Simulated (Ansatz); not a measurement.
Property card for Hf2Si

Computed with DFT r2SCAN, scalar-relativistic, plane waves, PAW (Ansatz 0.2.0).

Plane waves to 500 eV, a k mesh through Γ of 10×10×10 on the computed 6-atom cell and Gaussian smearing (0.10 eV); no spin polarisation.

The structure is relaxed at this level of theory with its symmetry kept. Whether it is the stable form of this composition wasn't checked.

Space group I4/mcm (No. 140). a = 6.560 Å, b = 6.560 Å, c = 5.168 Å, α = 90.00°, β = 90.00°, γ = 90.00°
```json
{"atom": "Hf", "site": "8h", "symmetry": "m.2m", "x": "0.1566", "y": "0.3434", "z": "0.0000"}
{"atom": "Si", "site": "4a", "symmetry": "422", "x": "0.0000", "y": "0.0000", "z": "0.2500"}
```

```json
{"Space group": "I4/mcm (No. 140)", "Volume per atom": "125.0 bohr³", "Formation energy from the elements' standard states (uncorrected)": "-0.791 eV/atom", "Generalised Kohn–Sham band gap": "none (metal)", "Density of states at the Fermi level": "2.35 states/eV per cell", "Löwdin character within 0.5 eV of the Fermi level": "Hf 5d 83 %, Si 3p 8 %, unprojected 5 %", "Bader charges (e)": "Hf (4 in the cell) 0.84, Si (2 in the cell) -1.67"}
```

Spin-orbit coupling is left out, which matters for the bands of heavy elements.